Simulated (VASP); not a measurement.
**BN: single point with PBE**

Crystal: BN.

```
N B
1.0
     1.25112    0.72234    3.37293
    -1.25112    0.72234    3.37293
     0.00000   -1.44467    3.37293
N B
1 1
Cartesian
  0.0000 0.0000 6.7517
  0.0000 0.0000 0.0033
```

The cell is a database's computed one.

| Property | Result |
| --- | --- |
| Program | VASP 6.6.1 |
| Task | single point |
| Functional | PBE |
| Potentials or basis | VASP PAW PBE potentials, release 64 (N, B) |
| Cutoff | 520 eV |
| k mesh | 12 × 12 × 12 |
| Occupations | gaussian, width 0.029 eV |
| Spin | no spin polarisation |

```json
{
 "Pressure": "3.6 GPa",
 "Band gap on the k mesh": "4.28 eV, indirect (least direct gap 4.70 eV)"
}
```

Forces on the atoms (eV/Å):
```
N    0.000  0.000 -0.003
B    0.000  0.000  0.003
```

Stress tensor (GPa, compression positive):
```
4.33 0.00 0.00
0.00 4.33 0.00
0.00 0.00 2.23
```

Levels at points of the mesh, in eV from the valence-band top:
```tsv
k point	band 1	band 2	band 3	band 4	band 5	band 6	band 7	band 8
(0.00, 0.00, 0.00)	-17.78	-4.18	-1.29	-1.29	5.17	11.68	11.68	13.14
(0.50, 0.00, 0.00)	-14.59	-8.93	-4.07	-0.60	5.29	9.92	13.09	15.02
(0.50, 0.50, 0.00)	-14.52	-8.80	-4.13	-1.17	4.28	9.91	14.26	17.56
(0.50, 0.50, 0.50)	-17.52	-6.13	-1.30	-1.30	10.11	11.61	11.61	12.24
```

It took 48 s on 1 thread of Intel(R) Xeon(R) Platinum 8259CL CPU @ 2.50GHz (Skylake/Cascade Lake) (shared host), peak memory 0.17 GiB.

A k mesh can miss the band edges.
